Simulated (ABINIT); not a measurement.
Input of an ABINIT 10.8.3 (patched build) run:

File run.abi:

```
ndtset 2

pp_dirpath "./"
pseudos "Te.GGA_PBE-JTH.xml, Cd.GGA_PBE-JTH.xml"

acell 3*1.0 Angstrom
rprim
     0.0000000000     3.2050000000     3.2050000000
     3.2050000000     0.0000000000     3.2050000000
     3.2050000000     3.2050000000     0.0000000000
ntypat 2
znucl 52 48
natom 2
typat 1 2
xred
     0.7500000000     0.7500000000     0.7500000000
     0.0000000000     0.0000000000     0.0000000000

ecut 17.0
pawecutdg 34.0

ixc 15

occopt 3
tsmear 0.00183747

nstep 100

iomode 3
prtwf 0
prteig 0
prtebands 0
enunit 1
prtden1 1
prtvha1 1
prtvclmb1 1
prtpot1 1

kptopt1 1
ngkpt1 7 7 7
nshiftk1 1
shiftk1 0.0 0.0 0.0
nband1 13
tolvrs1 1.0e-9

iscf2 -2
getden2 1
nband2 17
nbdbuf2 2
tolwfr2 1.0e-12
kptopt2 -9
ndivsm2 6
prteig2 1
kptbounds2
     0.0000000000     0.0000000000     0.0000000000
     0.5000000000     0.0000000000     0.5000000000
     0.5000000000     0.2500000000     0.7500000000
     0.3750000000     0.3750000000     0.7500000000
     0.0000000000     0.0000000000     0.0000000000
     0.5000000000     0.5000000000     0.5000000000
     0.6250000000     0.2500000000     0.6250000000
     0.5000000000     0.2500000000     0.7500000000
     0.5000000000     0.5000000000     0.5000000000
     0.3750000000     0.3750000000     0.7500000000
```

Potentials or basis: JTH PAW PBE v2.0.

Launch:

```sh
$ abinit run.abi > log 2>&1
```

(1) Estimate the band gap on the k mesh.

## Answers

(1) 1.03 eV, direct.

Caveat: spin-orbit coupling is left out, which moves the levels of the heavy elements.

**Experimental background.**

A printed reference work, data compilation reports, for a bulk crystal of CdTe at 0 K: band gap 1.607 eV.

A measured gap of CdTe is 1.607 eV (0 K; a printed reference work, data compilation); the calculated 1.03 eV misses it by -0.58 eV. Spin-orbit coupling on Cd, Te is left out. The value is that of RPBE, without temperature or zero-point motion. Semilocal functionals fall short of measured gaps as a rule.
